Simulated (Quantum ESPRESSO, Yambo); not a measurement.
Planning a run of Yambo 5.3.0 on BAs (F-43m). The input:

```
optics
bss
bse
em1s
dipoles
rim_cut
RandQpts= 1000000
RandGvec= 1 RL
Chimod= "HARTREE"
BSKmod= "SEX"
BSEmod= "resonant"
BSSmod= "h"
BSENGexx= 20 Ry
BSENGBlk= 4 Ry
% BSEQptR
 1 | 1 |
%
% BSEBands
 11 | 17 |
%
% BEnRange
 0 | 9 | eV
%
% BDmRange
 0.1 | 0.1 | eV
%
BEnSteps= 181
% BLongDir
 1 | 0 | 0 |
%
% BndsRnXs
 10 | 21 |
%
NGsBlkXs= 4 Ry
% LongDrXs
 1 | 1 | 1 |
%
% KfnQP_E
 0.82 | 1.0 | 1.0 |
%
BSHayTrs= -0.02
FFTGvecs= 45 Ry
```

```sh
OMP_NUM_THREADS=1 mpirun -n 4 yambo -F bse17.in -J bse17,bse15_W -C bse17 > bse17.log
```

The stored states that it reads are on a 12×12×12 mesh. It takes space group F-43m (No. 216, cubic). The conventional cell has a = 4.777 Å, b = 4.777 Å, c = 4.777 Å, α = 90.00°, β = 90.00°, γ = 90.00°. B has 4 As at 2.07 Å nearest. As has 4 B at 2.07 Å nearest. Farther neighbours are not listed.

Estimate wall time and host memory on 4 MPI ranks of Arm Neoverse V2, shared host.

It took 6.4 min; on shared hardware allow 3.2 min to 13 min. Peak host memory was 5.0 GiB.

The kernel grows as the square of the matrix size, and full diagonalisation as its cube.

[Paths, hosts, dates, memory and timing lines, banners, echoed tables and standing remarks are left out of the program output.]

[Logs are printed without paths, hosts, clocks, repeated set-up lines and the standing remarks that a program may print on its own settings, such as how far it seeks lower states.]

[Runs of the session that timed out or met a known fault of the program may be left out.]

[Hosts, paths, dates, database ids (printed as entryN), source tags and the programs' standing remarks are cut or masked in the printed files.]
